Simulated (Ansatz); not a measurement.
# Hg: single points about a listed cell

Aim: see how energy, forces, stress and gap of Hg answer to moves of single atoms, further strains and shifts, distortions that keep the symmetry. Nothing is relaxed unless a step says so.

Computed with Ansatz 0.2.0 (DFT PBEsol, scalar-relativistic, plane waves, PAW, unless a step's input says otherwise).

## Step 1: The starting structure

It takes space group P6_3/mmc (No. 194, hexagonal). Conventional cell: a = 3.442 Å, b = 3.442 Å, c = 11.062 Å, α = 90.00°, β = 90.00°, γ = 120.00°. Around Hg (site symmetry -3m) lie 12 Hg at 3.41 to 3.44 Å. Around Hg (site symmetry -6m2) lie 12 Hg at 3.41 to 3.44 Å.

Structure file:

```cif
data_structure
_symmetry_space_group_name_H-M 'P 1'
_symmetry_Int_Tables_number 1
_cell_length_a 3.4419
_cell_length_b 3.4419
_cell_length_c 11.0623
_cell_angle_alpha 90.000
_cell_angle_beta 90.000
_cell_angle_gamma 120.000
_cell_volume 113.50
loop_
_atom_site_label
_atom_site_type_symbol
_atom_site_fract_x
_atom_site_fract_y
_atom_site_fract_z
_atom_site_occupancy
Hg1 Hg 0.00000 0.00000 0.00000 1
Hg2 Hg 0.33333 0.66667 0.25000 1
Hg3 Hg 0.00000 0.00000 0.50000 1
Hg4 Hg 0.66667 0.33333 0.75000 1
```

The structure comes from the Materials Project (structure only).

## Step 2: A distortion that keeps the symmetry

What differs from the listed cell: strain xx, yy, zz, yz, xz, xy = +2.4, +2.4, +8.4, +0.0, +0.0, +0.0 %.

Contents of input.yaml:

```yaml
crystal:
  lattice:
    - [3.5258555108, 0.0, 0.0]
    - [-1.7629277555, 3.0534804425, 0.0]
    - [0.0, 0.0, 11.9957708259]
  atoms:
    - { symbol: Hg, position: [0.0, 0.0, 0.0] }
    - { symbol: Hg, position: [0.33333333, 0.66666667, 0.25] }
    - { symbol: Hg, position: [0.0, 0.0, 0.5] }
    - { symbol: Hg, position: [0.66666667, 0.33333333, 0.75] }
basis:
  ecutwfc: 420
kpoints:
  mp_grid: { grid: [12, 12, 4] }
hamiltonian:
  xc: pbesol
scf:
  occupations: { method: gaussian, width: 0.05 }
output:
  forces: true
  stress: true
  eigenvalues: true
```

## Step 3: One atom moved

Contents of input.yaml:

```yaml
crystal:
  lattice:
    - [3.4419409895, 0.0, 0.0]
    - [-1.7209704948, 2.9808083353, 0.0]
    - [0.0, 0.0, 11.06233131]
  atoms:
    - { symbol: Hg, position: [0.0, 0.0, 0.0] }
    - { symbol: Hg, position: [0.33333333, 0.66666667, 0.25] }
    - { symbol: Hg, position: [0.0261480369, 0.0, 0.5] }
    - { symbol: Hg, position: [0.66666667, 0.33333333, 0.75] }
basis:
  ecutwfc: 420
kpoints:
  mp_grid: { grid: [12, 12, 4] }
hamiltonian:
  xc: pbesol
scf:
  occupations: { method: gaussian, width: 0.05 }
output:
  forces: true
  stress: true
  eigenvalues: true
  populations: true
```

## Step 4: A change within the space group

Contents of input.yaml:

```yaml
crystal:
  lattice:
    - [3.4731249749, 0.0, 0.0]
    - [-1.7365624875, 3.0078144588, 0.0]
    - [0.0, 0.0, 11.494425971]
  atoms:
    - { symbol: Hg, position: [0.0, 0.0, 0.0] }
    - { symbol: Hg, position: [0.33333333, 0.66666667, 0.25] }
    - { symbol: Hg, position: [0.0, 0.0, 0.5] }
    - { symbol: Hg, position: [0.66666667, 0.33333333, 0.75] }
basis:
  ecutwfc: 420
kpoints:
  mp_grid: { grid: [12, 12, 4] }
hamiltonian:
  xc: pbesol
scf:
  occupations: { method: gaussian, width: 0.05 }
output:
  forces: true
  stress: true
  eigenvalues: true
```

## Step 5: One atom moved

Contents of input.yaml:

```yaml
crystal:
  lattice:
    - [3.4419409895, 0.0, 0.0]
    - [-1.7209704948, 2.9808083353, 0.0]
    - [0.0, 0.0, 11.06233131]
  atoms:
    - { symbol: Hg, position: [0.0, 0.0, 0.0] }
    - { symbol: Hg, position: [0.33333333, 0.66666667, 0.25] }
    - { symbol: Hg, position: [0.0653700922, 0.0, 0.5] }
    - { symbol: Hg, position: [0.66666667, 0.33333333, 0.75] }
basis:
  ecutwfc: 420
kpoints:
  mp_grid: { grid: [12, 12, 4] }
hamiltonian:
  xc: pbesol
scf:
  occupations: { method: gaussian, width: 0.05 }
output:
  forces: true
  stress: true
  eigenvalues: true
  populations: true
```

## Step 6: A change within a subgroup

Contents of input.yaml:

```yaml
crystal:
  lattice:
    - [3.5850913153, 0.0, 0.0]
    - [-1.7925456577, 3.104780154, 0.0]
    - [0.0, 0.0, 10.8586737906]
  atoms:
    - { symbol: Hg, position: [0.0, 0.0, 0.0] }
    - { symbol: Hg, position: [0.33333333, 0.66666667, 0.2308239305] }
    - { symbol: Hg, position: [0.0, 0.0, 0.5] }
    - { symbol: Hg, position: [0.66666667, 0.33333333, 0.7691760695] }
basis:
  ecutwfc: 420
kpoints:
  mp_grid: { grid: [12, 12, 4] }
hamiltonian:
  xc: pbesol
scf:
  occupations: { method: gaussian, width: 0.05 }
output:
  forces: true
  stress: true
  eigenvalues: true
```

## Step 7: A change within the space group

Contents of input.yaml:

```yaml
crystal:
  lattice:
    - [3.5585539502, 0.0, 0.0]
    - [-1.7792769752, 3.0817981217, 0.0]
    - [0.0, 0.0, 11.7689930341]
  atoms:
    - { symbol: Hg, position: [0.0, 0.0, 0.0] }
    - { symbol: Hg, position: [0.33333333, 0.66666667, 0.25] }
    - { symbol: Hg, position: [0.0, 0.0, 0.5] }
    - { symbol: Hg, position: [0.66666667, 0.33333333, 0.75] }
basis:
  ecutwfc: 420
kpoints:
  mp_grid: { grid: [12, 12, 4] }
hamiltonian:
  xc: pbesol
scf:
  occupations: { method: gaussian, width: 0.05 }
output:
  forces: true
  stress: true
  eigenvalues: true
  populations: true
```

What does the calculation give? Wanted: for each run, case; energy; pressure; largest force.

The runs gave:

| step | case | energy (meV/atom) | pressure (GPa) | largest force (eV/Å) | gap on the mesh (eV) |
| --- | --- | --- | --- | --- | --- |
| 2 | a distortion that keeps the symmetry | +0.0 | -2.8 | 0.00 | 0.08 |
| 3 | one atom moved | -70.0 | -2.6 | 0.00 | 0.00 |
| 4 | a change within the space group | -40.9 | -2.8 | 0.00 | 0.00 |
| 5 | one atom moved | -69.8 | -2.6 | 0.01 | 0.00 |
| 6 | a change within a subgroup | -33.4 | -2.5 | 0.13 | 0.00 |
| 7 | a change within the space group | -2.1 | -2.8 | 0.00 | 0.16 |

Energies are counted from step 2, with the smearing taken to zero. A gap of 0.00 means none on the mesh at this level.

In words: Among the distorted cells of the listed formula and level the largest force, 0.13 eV/Å, comes in step 6, shared by 2 atoms. Among the distorted cells of the listed formula and level the gap runs from none (metal) to 0.16 eV. Spin-orbit coupling is left out, which matters for the bands of Hg.
